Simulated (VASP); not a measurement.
# Fe (P6_3/mmc) in VASP: further runs

One crystal, Fe, is run at these levels: PBE, LDA; tasks: single point, relaxation of cell and atoms.

Program: VASP 6.6.1. These are calculated values, not measurements. Logs are shortened: lines on timing, memory, paths and dates and some standing lists are left out, and cuts for length are marked.

## (1) The crystal as given

The structure is hexagonal, space group P6_3/mmc (No. 194). The conventional cell has a = 2.434 Å, b = 2.434 Å, c = 3.842 Å, α = 90.00°, β = 90.00°, γ = 120.00°. Fe (site symmetry -6m2) is surrounded by 12 Fe at 2.38 to 2.43 Å.

This isn't the form of Fe at room conditions, which is bcc.

## (2) Single point, PBE, collinear spin, ferromagnetic start

The input, run.py:

```python
from ase.calculators.vasp import Vasp
from ase.dft.bandgap import bandgap
from ase.io import read

atoms = read('Fe.cif', primitive_cell=True, subtrans_included=False)
atoms.set_initial_magnetic_moments([3.0, 3.0])
calc = Vasp(
    directory='calc',
    xc='pbe',
    pp='PBE',
    setups='minimal',
    prec='Accurate',
    encut=500,
    ediff=1e-07,
    ismear=0,
    sigma=0.1,
    lreal=False,
    lasph=True,
    nelm=100,
    algo='Normal',
    isif=2,
    lwave=False,
    lcharg=False,
    ispin=2,
    lorbit=11,
    lmaxmix=4,
    kpts=[12, 12, 7],
    gamma=True,
    nbands=19,
)
atoms.calc = calc

print('energy (eV):', atoms.get_potential_energy())
print('free energy (eV):', atoms.get_potential_energy(force_consistent=True))
print('forces (eV/A):')
print(atoms.get_forces())
print('stress (eV/A^3, Voigt):', atoms.get_stress())
print('Fermi level (eV):', calc.get_fermi_level())
print('moment (muB):', atoms.get_magnetic_moment())
print('site moments (muB):', atoms.get_magnetic_moments())
gap, top, bottom = bandgap(calc)
print('band gap (eV):', gap, 'from (spin, k, band)', top, 'to', bottom)
```

The input, Fe.cif:

```cif
data_Fe
_cell_length_a 2.43415759
_cell_length_b 2.43415759
_cell_length_c 3.84193447
_cell_angle_alpha 90.00000000
_cell_angle_beta 90.00000000
_cell_angle_gamma 120.00000000
_space_group_name_H-M_alt 'P6_3/mmc'
_space_group_name_Hall '-P 6c 2c'
_space_group_IT_number 194
loop_
_space_group_symop_operation_xyz
'x,y,z'
'-x,-y,-z'
'x-y,x,z+1/2'
'-x+y,-x,-z+1/2'
'-y,x-y,z'
'y,-x+y,-z'
'-x,-y,z+1/2'
'x,y,-z+1/2'
'-x+y,-x,z'
'x-y,x,-z'
'y,-x+y,z+1/2'
'-y,x-y,-z+1/2'
'-y,-x,-z+1/2'
'y,x,z+1/2'
'-x,-x+y,-z'
'x,x-y,z'
'-x+y,y,-z+1/2'
'x-y,-y,z+1/2'
'y,x,-z'
'-y,-x,z'
'x,x-y,-z+1/2'
'-x,-x+y,z+1/2'
'x-y,-y,-z'
'-x+y,y,z'
loop_
_atom_site_label
_atom_site_type_symbol
_atom_site_symmetry_multiplicity
_atom_site_Wyckoff_symbol
_atom_site_fract_x
_atom_site_fract_y
_atom_site_fract_z
_atom_site_occupancy
Fe1 Fe 2 c 0.6666666667 0.3333333333 0.7500000000 1
```

Potentials or basis: VASP PAW PBE potentials, release 64 (Fe).

The run is started by

```sh
$ python run.py
```

What it wrote:

```text
energy (eV): -16.29183288
free energy (eV): -16.29792792
forces (eV/A):
[[-0.  0.  0.]
 [ 0. -0.  0.]]
stress (eV/A^3, Voigt): [-0.05678295 -0.05678295 -0.0696818  -0.          0.         -0.        ]
Fermi level (eV): 7.32119619
moment (muB): 0.0001847
site moments (muB): [0. 0.]
band gap (eV): 0.0 from (spin, k, band) (None, None, None) to (None, None, None)
```

OUTCAR:

```text
ENCUT = 500.000000
   EDIFF = 1.00e-07
   GGA = PE
   PREC = Accurate
   ISIF = 2
   ISMEAR = 0
   ISPIN = 2
   LORBIT = 11
   NELM = 100
   LASPH = .TRUE.
   LREAL = .FALSE.

 ion  position               nearest neighbor table
   1  0.667  0.333  0.750-   2 2.38   2 2.38   2 2.38   2 2.38   2 2.38   2 2.38
   2  0.333  0.667  0.250-   1 2.38   1 2.38   1 2.38   1 2.38   1 2.38   1 2.38

  LATTYP: Found a hexagonal cell.
 ALAT       =     2.4341575900
 C/A-ratio  =     1.5783425386

  Lattice vectors:

 A1 = (   2.4341575900,   0.0000000000,   0.0000000000)
 A2 = (  -1.2170787950,   2.1080423098,   0.0000000000)
 A3 = (   0.0000000000,   0.0000000000,   3.8419344700)

Analysis of symmetry for initial positions (statically):
=====================================================================
 Subroutine PRICEL returns:
 Original cell was already a primitive cell.

 Routine SETGRP: Setting up the symmetry group for a
 hexagonal supercell.

 Subroutine GETGRP returns: Found 24 space group operations
 (whereof 12 operations were pure point group operations)
 out of a pool of 24 trial point group operations.

The static configuration has the point symmetry D_3d.
 The point group associated with its full space group is D_6h.

Analysis of symmetry for dynamics (positions and initial velocities):
=====================================================================
 Subroutine PRICEL returns:
 Original cell was already a primitive cell.

 Routine SETGRP: Setting up the symmetry group for a
 hexagonal supercell.

 Subroutine GETGRP returns: Found 24 space group operations
 (whereof 12 operations were pure point group operations)
 out of a pool of 24 trial point group operations.

The dynamic configuration has the point symmetry D_3d.
[... 172 lines left out ...]
 Fermi energy:         7.3211961895

 spin component 1

 k-point     1 :       0.0000    0.0000    0.0000
  band No.  band energies     occupation
      1      -1.8176      1.00000
      2       2.1614      1.00000
      3       5.5608      1.00000
      4       5.5608      1.00000
      5       5.7109      1.00000
      6       6.0539      1.00000
[... 517 lines left out ...]
     18      31.5851      0.00000
     19      33.2786      0.00000

 [... further k-points ...]

 spin component 2

 k-point     1 :       0.0000    0.0000    0.0000
  band No.  band energies     occupation
      1      -1.8175      1.00000
      2       2.1615      1.00000
      3       5.5609      1.00000
      4       5.5609      1.00000
      5       5.7110      1.00000
      6       6.0541      1.00000
[... 517 lines left out ...]
     18      31.5851      0.00000
     19      33.2786      0.00000

 [... further k-points ...]

------------------------ aborting loop because EDIFF is reached ----------------------------------------

  FORCE on cell =-STRESS in cart. coord.  units (eV):
  Direction    XX          YY          ZZ          XY          YZ          ZX
  --------------------------------------------------------------------------------------
  -------------------------------------------------------------------------------------
  Total        1.1194269      1.1194269      1.3737166      0.0000000      0.0000000     -0.0000000
  in kB       90.9763141     90.9763141    111.6425572      0.0000000      0.0000000     -0.0000000
  external PRESSURE =      97.8650618 kB  Pullay stress =       0.0000000 kB

 VOLUME and BASIS-vectors are now :
 -----------------------------------------------------------------------------
  energy-cutoff  :      500.00
  volume of cell :       19.71
      direct lattice vectors                 reciprocal lattice vectors
     2.434157590  0.000000000  0.000000000     0.410819745  0.237186890  0.000000000
    -1.217078795  2.108042310  0.000000000     0.000000000  0.474373781  0.000000000
     0.000000000  0.000000000  3.841934470     0.000000000  0.000000000  0.260285543

 POSITION                                       TOTAL-FORCE (eV/Angst)
 -----------------------------------------------------------------------------------
      1.21708      0.70268      2.88145        -0.000000      0.000000      0.000000
     -0.00000      1.40536      0.96048         0.000000     -0.000000      0.000000
 -----------------------------------------------------------------------------------
    total drift:                                0.000000      0.000000     -0.000000

  FREE ENERGIE OF THE ION-ELECTRON SYSTEM (eV)
  ---------------------------------------------------
  free  energy   TOTEN  =       -16.2979279245 eV

  energy  without entropy=      -16.2857378410  energy(sigma->0) =      -16.29183288

 total charge

# of ion       s       p       d       tot
------------------------------------------
    1        0.553   0.670   6.376   7.599
    2        0.553   0.670   6.376   7.599
--------------------------------------------------
tot          1.106   1.340  12.752  15.199

 magnetization (x)

# of ion       s       p       d       tot
------------------------------------------
    1       -0.000  -0.000   0.000   0.000
    2       -0.000  -0.000   0.000   0.000
--------------------------------------------------
tot         -0.000  -0.000   0.000   0.000
```

INCAR:

```text
ENCUT = 500.000000
SIGMA = 0.100000
EDIFF = 1.00e-07
ALGO = Normal
GGA = PE
PREC = Accurate
ISIF = 2
ISMEAR = 0
ISPIN = 2
LMAXMIX = 4
LORBIT = 11
NBANDS = 19
NELM = 100
LASPH = .TRUE.
LCHARG = .FALSE.
LWAVE = .FALSE.
LREAL = .FALSE.
MAGMOM = 2*3.0000
```

Wall time 56 s (1 thread of Intel Xeon Platinum 8259CL at 2.50GHz (Skylake/Cascade Lake), shared host); peak memory 0.16 GiB.

Results:

| Property | Result |
| --- | --- |
| Free energy | -16.2979 eV |
| Pressure | 9.8 GPa |
| Band gap on the k mesh | none (metal or under the smearing width) |
| Net moment | 0.00 μB per cell |
| Valence electrons inside the program's atomic spheres | Fe 7.60 |

Caveat: the starting moments collapsed, and a magnetic state may lie lower.

## (3) Relaxation of cell and atoms, LDA, collinear spin, ferromagnetic start

The input, INCAR:

```
SYSTEM = Fe
ALGO = Normal ; EDIFF = 1E-6
EDIFFG = -0.02 ; ENCUT = 600
IBRION = 2 ; ISIF = 3
ISMEAR = -1 ; ISPIN = 2
LASPH = .True. ; LCHARG = .False.
LMAXMIX = 4 ; LORBIT = 11
LREAL = .False. ; LWAVE = .False.
MAGMOM = 3 3 ; NELM = 150
NSW = 40 ; PREC = Accurate
SIGMA = 0.05
```

The input, KPOINTS:

```
k-points
0
Gamma
  10 10 6
  0 0 0
```

The input, POSCAR:

```
Fe
1.0
    2.4341575853      0.0000000000      0.0000000000
   -1.2170787927      2.1080423057      0.0000000000
    0.0000000000      0.0000000000      3.8419344700
Fe
2
Direct
    0.6666666667      0.3333333333      0.7500000000
    0.3333333333      0.6666666667      0.2500000000
```

Potentials or basis: VASP PAW LDA potentials, release 64 (Fe).

The run is started by

```sh
$ cat potpaw_LDA.64/Fe/POTCAR > POTCAR
$ mpirun -np 1 vasp_std > vasp.out
```

Wall time 1.7 min (1 thread of Intel Xeon Platinum 8259CL at 2.50GHz (Skylake/Cascade Lake), shared host); peak memory 0.16 GiB.

It converged, with:

| Property | Result |
| --- | --- |
| Free energy | -18.8210 eV |
| Relaxed volume | 9.54 Å³/atom |
| Relaxed cell | a = 2.411 Å, b = 2.411 Å, c = 3.793 Å, α = 90.00°, β = 90.00°, γ = 120.00° |
| Space group after relaxing (to 0.05 Å) | P6_3/mmc (No. 194) |
| Energy gained by relaxing | 11.0 meV/atom |
| Ionic steps | 7 |
| Pressure after relaxing | -0.1 GPa |
| Band gap on the k mesh | none (metal or under the smearing width) |
| Net moment | 0.00 μB per cell |
| Valence electrons inside the program's atomic spheres | Fe 7.70 |

Stress tensor (GPa, compression positive):
```
-0.08  0.00  0.00
 0.00 -0.08  0.00
 0.00  0.00 -0.25
```

The path:
```tsv
step	energy change (eV)	largest force (eV/Å)	pressure (GPa)	volume (Å³)
1	0.0000	0.0000	-11.00	19.71
2	0.0766	0.0000	27.18	17.85
3	-0.0220	0.0000	-0.18	19.09
4	-0.0220	0.0000	-0.01	19.08
5	-0.0220	0.0000	0.23	19.07
6	-0.0220	0.0000	-0.36	19.10
7	-0.0220	0.0000	-0.13	19.08
```

Final structure:
```xyz
2
Lattice="2.4105 0.0000 0.0000 -1.2053 2.0876 0.0000 0.0000 0.0000 3.7927" Properties=species:S:1:pos:R:3 pbc="T T T"
Fe    1.2053    0.6959    2.8445
Fe    0.0000    1.3917    0.9482
```

Levels at points of the mesh, in eV from the Fermi level:
Spin up:
```csv
k point,band 4,band 5,band 6,band 7,band 8,band 9,band 10,band 11,band 12,band 13
"(0.00, 0.00, 0.00)",-1.85,-1.68,-1.32,-1.32,-0.97,-0.97,0.69,0.78,0.78,9.54
"(0.50, 0.00, 0.00)",-2.20,-2.19,-1.65,-1.17,0.88,1.14,1.20,2.92,5.21,11.95
"(0.00, 0.00, 0.50)",-2.26,-1.99,-1.99,-1.99,-1.99,0.35,0.35,0.35,0.35,18.10
"(0.50, 0.00, 0.50)",-3.47,-0.74,-0.74,0.12,0.12,1.04,1.04,2.68,2.68,9.91
```
Spin down:
```csv
k point,band 5,band 6,band 7,band 8,band 9,band 10,band 11,band 12
"(0.00, 0.00, 0.00)",-1.68,-1.32,-1.32,-0.97,-0.97,0.69,0.78,0.78
"(0.50, 0.00, 0.00)",-2.19,-1.65,-1.17,0.88,1.14,1.20,2.92,5.21
"(0.00, 0.00, 0.50)",-1.99,-1.99,-1.99,-1.99,0.35,0.35,0.35,0.35
"(0.50, 0.00, 0.50)",-0.74,-0.74,0.12,0.12,1.04,1.04,2.68,2.68
```

Caveat: the starting moments collapsed, and a magnetic state may lie lower.

## (4) For comparison

An earlier run on the cell as given: functional PBE; potentials or basis VASP PAW PBE potentials, release 64 (Fe); cutoff 520 eV; k mesh 12 × 12 × 7; occupations fermi-dirac, width 0.05 eV; collinear spin, ferromagnetic start; starting moments [3.0, 3.0] μB.

- Pressure: 9.8 GPa
- Band gap on the k mesh: none (metal or under the smearing width)
- Net moment: 0.00 μB per cell
- Valence electrons inside the program's atomic spheres: Fe 7.60
